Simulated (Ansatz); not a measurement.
# Structure types of SnTe compared at 55 GPa

Structure types of SnTe are relaxed in primitive cells with their symmetry kept at 55 GPa, on PAW files; LAPW relaxes the small cells further and takes the PAW cell for the others (marked *). The enthalpy is E + pV at zero temperature, without zero-point motion. Only the types listed were tried, and differences under about 5 meV/atom are mesh noise. The real phase may be another.

All numbers are PBE results (scalar-relativistic) from Ansatz 0.2.0, with Fermi–Dirac smearing of 0.08 eV, no spin polarisation. Methods: LAPW: all electrons, basis error target 0.5 meV/atom; PAW: frozen-core files, cutoff 420 eV.

k meshes: rocksalt 13×13×13, CsCl 13×13×13, zincblende 13×13×13, wurtzite 10×10×5, NiAs 10×10×6.

Spin–orbit coupling is left out, which matters for the heavy atoms.

Which type is lowest in enthalpy, and by how much?

CsCl, 189 meV/atom below distorted NiAs. The whole table:

| start type | ends as | a, b, c (Å) | V (Å³/atom) | H − H(lowest), LAPW (meV/atom) | same, PAW |
| --- | --- | --- | --- | --- | --- |
| rocksalt | rocksalt, Fm-3m | 5.467, 5.467, 5.467 | 20.42 | 561.9 | 561.9 |
| CsCl | CsCl, Pm-3m | 3.346, 3.346, 3.346 | 18.73 | 0.0 | 0.0 |
| zincblende | zincblende, F-43m | 5.808, 5.808, 5.808 | 24.48 | 3014.1 | 3014.9 |
| wurtzite* | distorted wurtzite, P6_3mc | 2.908, 2.908, 10.481 | 19.19 | 311.8 | 311.6 |
| NiAs* | distorted NiAs, P6_3/mmc | 3.048, 3.048, 9.335 | 18.78 | 189.4 | 189.5 |

Split the lead of CsCl over distorted NiAs into energy and pV.

For distorted NiAs less CsCl: ΔE = +173.0 meV/atom, and p·ΔV = 55 GPa × +0.0479 Å³ × 6.242 meV/(GPa·Å³) = +16.4 meV/atom, together 189.4 meV/atom. CsCl wins on both counts.
